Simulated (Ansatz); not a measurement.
BN: zone-centre modes under pressure

BN, R3m, a = 2.506 Å, c = 9.882 Å. This isn't the usual stable structure of the compound. Ansatz: PBE+D3(BJ), PAW, 420 eV, Γ-centred 12×12×12 mesh on 2 atoms, fixed occupations; no spin polarisation. Cell and atoms are relaxed at each pressure with the symmetry kept; optical modes at Γ by linear response, in cm⁻¹, matched by rank (the highest 2 distinct ones), without the LO field.

```
P (GPa) V (Å³/atom)     ω1      ω2
      0        8.958  747.9  1355.6
      3        8.322  730.8  1370.6
      8        7.764  706.3  1391.5
     15        7.278      ?       ?
```

**Question.** Get each mode's Grüneisen parameter γ = −d ln ω/d ln V from the other rows and predict the missing frequencies.

**Answer.** ln(V/V0) = 0.0000, -0.0736, -0.1430, -0.2077; a line through ln(ω/ω0) of the 3 known rows gives ω1: γ = -0.399 (intercept 0.0020), predicted 689.8, computed 671.5; ω2: γ = 0.182 (intercept -0.0008), predicted 1406.8, computed 1416.5. The worst miss is 2.7 %: γ isn't constant over this range.

Cost: 4 runs of about 2.6 core-minutes in all, on Arm Neoverse V2 (shared hosts).